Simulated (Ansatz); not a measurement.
**Relaxing Mg**

Method: Ansatz, DFT PBE, scalar-relativistic, plane waves, PAW. Cutoff 420 eV, Γ-centred k mesh, Gaussian smearing, no spin polarisation in the final step.

Mg was placed on the sites of a reported Hg cell (P6/mmm, No. 191), at a guessed volume.

```
Mg
1.0
     4.43656    0.00000    0.00000
    -2.21828    3.84217    0.00000
     0.00000    0.00000    3.78182
Mg
3
Direct
  0.33333 0.66667 0.50000
  0.00000 0.00000 0.00000
  0.66667 0.33333 0.50000
```

Cell and atoms relax at zero pressure; the relaxation can't lower the symmetry of the start. After a coarse first stage the cell is made exact in the group found at 0.06 Å.

Energies count from the standard state of Mg at the same level.

**Question.** Describe the relaxed structure.

**Answer.** It keeps P6/mmm (No. 191), but not the shape of the type it started on. The result has the omega structure. Conventional cell: a = 5.109 Å, c = 3.086 Å. Mg on Wyckoff site d (2 atoms of the primitive cell) is coordinated by 5 Mg at 2.95–3.09 Å and 6 Mg at 3.33 Å; Mg on Wyckoff site a (1 atom of the primitive cell) has 2 Mg at 3.09 Å and 12 Mg at 3.33 Å.

Space group P6/mmm (No. 191). a = 5.109 Å, b = 5.109 Å, c = 3.086 Å, α = 90.00°, β = 90.00°, γ = 120.00°
```
atom site symmetry x y z
  Mg    2d      -6m2  0.3333  0.6667  0.5000
  Mg    1a     6/mmm  0.0000  0.0000  0.0000
```

**Question.** What are its volume, energy, density and gap?

**Answer.** The volume per atom is 23.25 Å³, the density is 1.74 g/cm³ and the energy over the standard structure is 0.06 eV/atom. The gap on the 12×12×16 mesh is 0 eV (a metal).

The final run used a 12×12×16 mesh on its 3-atom cell and 0.10 eV smearing. The k mesh leaves about 4 meV/atom of noise in metals. A structure relaxed within its symmetry needn't be a true minimum. The steps took of the order of 24 core-seconds in all.